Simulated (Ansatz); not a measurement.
Cu: enthalpy under pressure, worked through

Theory: Ansatz, DFT r2SCAN, scalar-relativistic, plane waves, PAW. Settings: 500 eV cutoff, 20×20×20 k-mesh, Gaussian smearing of 0.10 eV, no spin polarisation.

Starting point, cell and atoms relaxed:

```
CELL_PARAMETERS angstrom
0.00000 1.78833 1.78833
1.78833 0.00000 1.78833
1.78833 1.78833 0.00000
ATOMIC_POSITIONS crystal
Cu 0.00000 0.00000 0.00000
```

Cell and atoms were relaxed at each target pressure within the start's symmetry (Fm-3m), at zero temperature; other phases can be more stable under pressure. H = E + PV with P the target; E is the free energy at the smearing used, whose derivative the pressure is, per atom and counted from zero pressure. The mesh named is that at zero pressure; some other pressures ran on another.

```csv
P (GPa),V (Å³/atom),E − E0 (meV),H − H0 (meV)
0,11.439,0.0,0.0
2,11.302,0.9,141.9
5,11.113,5.0,351.8
10,10.842,17.6,694.3
20,10.389,59.5,1356.3
40,9.721,182.3,2609.2
```

Thermodynamics gives dH/dP = V along a relaxed path. Integrate V over P by the trapezoid rule and compare with the computed enthalpies.

With 1 eV/Å³ = 160.22 GPa, each step adds the mean volume times ΔP / 160.22:
```
P (GPa)  ∫V dP (meV) H − H0 (meV) difference (meV)
      2        141.9         141.9               0.0
      5        351.8         351.8               0.0
     10        694.4         694.3               0.0
     20       1356.9        1356.3               0.6
     40       2612.1        2609.2               2.9
```

V(P) curves upward, so the trapezoid rule runs high; integrating a smooth curve through the same points (P as a polynomial of degree 4 in ln V) puts that excess at about 3.4 meV at 40 GPa, against the 2.9 meV found.

At 40 GPa, how much of the enthalpy change is stored energy and how much is the PV term?

E rises by 182 meV/atom and PV is 40 × 9.721 / 160.22 = 2427 meV/atom, so PV makes 93 % of ΔH. So between rival structures at high pressure a small difference in volume can outweigh the difference in energy: 1 % of this volume is worth 24.3 meV/atom at this pressure.

What bulk modulus do the lowest pressures give?

From the pressures that the runs reached, -2.00 GPa (11.585 Å³) and 2.02 GPa (11.302 Å³), B = −ΔP/Δln V = 4.02 / 0.0247 = 163 GPa, a mean over that range.